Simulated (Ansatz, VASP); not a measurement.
## NaCl in VASP and in Ansatz

File INCAR:

```
PREC = Accurate ; ENCUT = 600
EDIFF = 1E-6 ; ISMEAR = 0
SIGMA = 0.02 ; LREAL = F
LASPH = T ; NELM = 60
ALGO = Normal ; ISIF = 3
LWAVE = F ; LCHARG = F
GGA = PE ; IBRION = 2
NSW = 100 ; EDIFFG = -0.005
```

The input KPOINTS:

```
regular mesh
0
Gamma
  8 8 8
```

POSCAR

```
NaCl
1.0
    0.0000000000      2.7940632177      2.7940632177
    2.7940632177      0.0000000000      2.7940632177
    2.7940632177      2.7940632177      0.0000000000
Na Cl
1 1
Direct
    0.0000000000      0.0000000000      0.0000000000
    0.5000000000      0.5000000000      0.5000000000
```

Input for Ansatz:

```yaml
crystal:
  lattice:
    - [0.0, 2.7940632177, 2.7940632177]
    - [2.7940632177, 0.0, 2.7940632177]
    - [2.7940632177, 2.7940632177, 0.0]
  atoms:
    - { symbol: Na, position: [0.0, 0.0, 0.0] }
    - { symbol: Cl, position: [0.5, 0.5, 0.5] }
basis:
  ecutwfc: 420
kpoints:
  mp_grid: { grid: [8, 8, 8] }
hamiltonian:
  xc: pbe
scf:
  occupations: { method: gaussian, width: 0.02 }
output:
  forces: true
  stress: true
  eigenvalues: true
relax:
  adjacent_minimum: "off"
  f_tol: 0.005
  max_steps: 80
  cell: { stress_tol: 0.05 }
```

The cell is a database's computed one.

Alike in both runs: task relaxation of cell and atoms; functional PBE; k mesh 8 × 8 × 8; occupations gaussian, width 0.02 eV; no spin polarisation.

|  | VASP | Ansatz |
| --- | --- | --- |
| version | VASP 6.6.1 | Ansatz 0.2.0 |
| potentials or method | VASP PAW PBE potentials, release 64 (Na_pv, Cl) | scalar-relativistic, plane waves, PAW |
| plane-wave cutoff (eV) | 600 | 420 |
| valence electrons in the cell | 14 | 16 |

```csv
,VASP,Ansatz,Ansatz less VASP
"gap on the k mesh at the Fermi level, each at its own relaxed structure (eV)",4.99,5.00,+0.012
relaxed volume (Å³/atom),23.13,23.06,-0.075
relaxed cell length with the largest relative difference (Å),4.030,4.025,-0.0044
energy change over the relaxation (meV/atom),-6,-6,0.0
```

The two sets of potentials don't hold the same shells in valence.

A k mesh can miss the band edges. PBE gaps usually lie below the measured ones, often by a third to a half.
